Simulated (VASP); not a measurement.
# ZnS (Wurtzite-2H): relaxation of cell and atoms with RPBE

The system is ZnS (Wurtzite-2H).

```
Zn S
1.0
     3.81100    0.00000    0.00000
    -1.90550    3.30042    0.00000
     0.00000    0.00000    6.23400
Zn S
2 2
Cartesian
  1.9055 1.1001 3.1170
  0.0000 2.2003 0.0000
  1.9055 1.1001 5.5171
  0.0000 2.2003 2.4001
```

| Quantity | Value |
| --- | --- |
| Program | VASP 6.6.1 |
| Task | relaxation of cell and atoms |
| Functional | RPBE |
| Potentials or basis | VASP PAW PBE potentials, release 64 (Zn, S) |
| Cutoff | 600 eV |
| k mesh | 8 × 8 × 5 |
| Occupations | fermi-dirac, width 0.05 eV |
| Spin | no spin polarisation |
| Further INCAR settings | ALGO = Normal; EDIFF = 1e-07; IBRION = 2; EDIFFG = -0.01; NSW = 60; ISIF = 3 |

- Relaxed volume: 21.00 Å³/atom
- Relaxed cell: a = 3.897 Å, b = 3.897 Å, c = 6.387 Å, α = 90.00°, β = 90.00°, γ = 120.00°
- Space group after relaxing (to 0.05 Å): P6_3mc (No. 186)
- Energy gained by relaxing: 25.5 meV/atom
- Ionic steps: 7
- Pressure after relaxing: 0.0 GPa
- Band gap on the k mesh: 2.08 eV, direct

The path:
```csv
step,energy change (eV),largest force (eV/Å),pressure (GPa),volume (Å³)
1,0.0000,0.3285,5.09,78.41
2,-0.0910,0.0756,-1.18,85.69
3,-0.0966,0.1171,-0.11,84.15
4,-0.0990,0.0788,-0.03,84.05
5,-0.1014,0.0014,0.09,83.85
6,-0.1014,0.0154,0.10,83.82
7,-0.1019,0.0006,-0.04,84.00
```

Final structure:
```yaml
crystal:
  lattice:
    - [3.89683, 0.00000, 0.00000]
    - [-1.94842, 3.37476, 0.00000]
    - [0.00000, 0.00000, 6.38712]
  atoms:
    - { symbol: Zn, position: [0.66667, 0.33333, 0.50510] }
    - { symbol: Zn, position: [0.33333, 0.66667, 0.00510] }
    - { symbol: S, position: [0.66667, 0.33333, 0.87990] }
    - { symbol: S, position: [0.33333, 0.66667, 0.37990] }
```

Levels at points of the mesh, in eV from the valence-band top:
| k point | band 14 | band 15 | band 16 | band 17 | band 18 | band 19 | band 20 | band 21 | band 22 |
| --- | --- | --- | --- | --- | --- | --- | --- | --- | --- |
| (0.00, 0.00, 0.00) | -0.80 | -0.80 | -0.06 | 0.00 | 0.00 | 2.08 | 3.10 | 6.41 | 6.41 |
| (0.50, 0.00, 0.00) | -3.82 | -2.93 | -1.99 | -1.47 | -0.79 | 3.83 | 4.17 | 5.30 | 7.01 |

It took 4 min on 1 thread of Intel(R) Xeon(R) Platinum 8488C (Sapphire Rapids) (shared host), peak memory 0.23 GiB.

Caveat: the PAW data sets were made with another functional, which shifts forces and pressure a little. Zero-point motion and thermal expansion aren't in these numbers.
